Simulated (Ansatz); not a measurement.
The system is TiO2.

```
CELL_PARAMETERS angstrom
1.49733 0.86448 6.98154
-1.49733 0.86448 6.98154
0.00000 -1.72897 6.98154
ATOMIC_POSITIONS crystal
Ti 0.00000 0.00000 0.00000
O 0.37953 0.37953 0.37953
O 0.62047 0.62047 0.62047
```

Measurements of this composition are mostly on another form, of space group No. 141.

Base run:

* Program: Ansatz 0.2.0
* Functional: PBE0
* Potentials or basis: Ansatz PAW
* Cutoff: 420 eV
* Density cutoff: 1680 eV
* k mesh: 8 × 8 × 8
* Occupations: fixed
* Spin: no spin polarisation

Its results: band gap on the k mesh 5.03 eV, indirect (least direct gap 5.22 eV); largest force 0.725 eV/Å.

**Question.** The run is repeated on the same cell with these changes: functional from PBE0 to HSE06; level from pbe0 to hse06. What comes out?

**Answer.** Band gap on the k mesh 4.28 eV, indirect (least direct gap 4.47 eV); largest force 0.720 eV/Å.

Caveats: the PAW data sets come from PBE, with cores solved anew for the run's functional, which leaves a small shift of forces and pressure.

Not every run made on this cell is shown here.
